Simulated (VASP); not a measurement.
Set up this calculation in VASP 6.6.1, as the native input.

| Property | Result |
| --- | --- |
| Task | relaxation of cell and atoms |
| Functional | rev-vdW-DF2 |
| Potentials or basis | VASP PAW PBE potentials, release 64 (Si, C) |
| Cutoff | 600 eV |
| k mesh | 10 × 10 × 2 |
| Occupations | fermi-dirac, width 0.05 eV |
| Spin | no spin polarisation |
| Further INCAR settings | ALGO = Normal; EDIFF = 1e-07; IBRION = 2; EDIFFG = -0.02; NSW = 40; ISIF = 3 |

The structure of SiC (Moissanite 6H) lies in POSCAR:

```
SiC
1.0
    3.0950000000      0.0000000000      0.0000000000
   -1.5475000000      2.6803486247      0.0000000000
    0.0000000000      0.0000000000     15.1700000000
Si C
6 6
Direct
    0.6666666667      0.3333333333      0.4583000000
    0.3333333333      0.6666666667      0.9583000000
    0.6666666667      0.3333333333      0.7917000000
    0.3333333333      0.6666666667      0.2917000000
    0.0000000000      0.0000000000      0.6250000000
    0.0000000000      0.0000000000      0.1250000000
    0.6666666667      0.3333333333      0.3333000000
    0.3333333333      0.6666666667      0.8333000000
    0.6666666667      0.3333333333      0.6667000000
    0.3333333333      0.6666666667      0.1667000000
    0.0000000000      0.0000000000      0.5000000000
    0.0000000000      0.0000000000      0.0000000000
```

One way to write it, as run:

INCAR

```
SYSTEM = SiC
PREC = Accurate
ENCUT = 600
EDIFF = 1E-7
ISMEAR = -1
SIGMA = 0.05
LREAL = .False.
LASPH = .True.
NELM = 60
ALGO = Normal
ISIF = 3
LWAVE = .False.
LCHARG = .False.
GGA = MK
LUSE_VDW = .True.
AGGAC = 0.0
PARAM1 = 0.1234
PARAM2 = 0.711357
ZAB_VDW = -1.8867
IBRION = 2
NSW = 40
EDIFFG = -0.02
```

KPOINTS

```
regular mesh
0
Gamma
  10 10 2
  0 0 0
```

Potentials or basis: VASP PAW PBE potentials, release 64 (Si, C).

The run is started by

```sh
$ cat potpaw_PBE.64/Si/POTCAR potpaw_PBE.64/C/POTCAR > POTCAR
$ mpirun -np 1 vasp_std > vasp.out
```

It gave:

| Property | Result |
| --- | --- |
| Relaxed volume | 10.44 Å³/atom |
| Relaxed cell | a = 3.089 Å, b = 3.089 Å, c = 15.159 Å, α = 90.00°, β = 90.00°, γ = 120.00° |
| Space group after relaxing (to 0.05 Å) | P6_3mc (No. 186) |
| Energy gained by relaxing | 0.2 meV/atom |
| Ionic steps | 4 |
| Pressure after relaxing | 0.0 GPa |
| Largest force after relaxing | 0.011 eV/Å |
| Band gap on the k mesh | 2.06 eV, indirect (least direct gap 3.15 eV) |

Caveat: the PAW data sets were made with another functional, which shifts forces and pressure a little.

Run time: 9 min on 1 thread of Intel(R) Xeon(R) 6975P-C (Granite Rapids) (shared host), peak memory 0.84 GiB.
